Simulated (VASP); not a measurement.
Hf, 2 atoms in the cell. The typed cell holds 2 atoms: a = 3.197 Å, b = 3.197 Å, c = 5.058 Å, α = 90.00°, β = 90.00°, γ = 120.00°.  The cell isn't the ideal one: atoms moved at random, drawn with an rms of 0.05 Å.

* Program: VASP 6.6.1
* Task: relaxation of the atoms
* Functional: rev-vdW-DF2
* Potentials or basis: VASP PAW PBE potentials, release 64 (Hf_sv_GW)
* Cutoff: 550 eV
* k mesh: 10 × 10 × 5
* Occupations: methfessel-paxton, width 0.2 eV
* Spin: no spin polarisation
* Hubbard terms: Hf d U = 3.5 eV
* Further INCAR settings: ALGO = Fast; EDIFF = 1e-06; IBRION = 2; EDIFFG = -0.01; NSW = 60

Potentials or basis: VASP PAW PBE potentials, release 64 (Hf_sv_GW).

Run with:

```console
$ ase convert -i cif -o vasp Hf.cif POSCAR
$ cat potpaw_PBE.64/Hf_sv_GW/POTCAR > POTCAR
$ mpirun -np 1 vasp_std > vasp.out
```

Hardware: 1 thread of Intel(R) Xeon(R) Platinum 8375C CPU @ 2.90GHz (Ice Lake), with other jobs on the host.

**Question.** Estimate the wall time of this run.

**Answer.** Wall time 14 min on 1 thread of Intel(R) Xeon(R) Platinum 8375C CPU @ 2.90GHz (Ice Lake), on a shared host, peak memory 0.48 GiB. Counts: scf iterations 50, k points 252, ion steps 7.
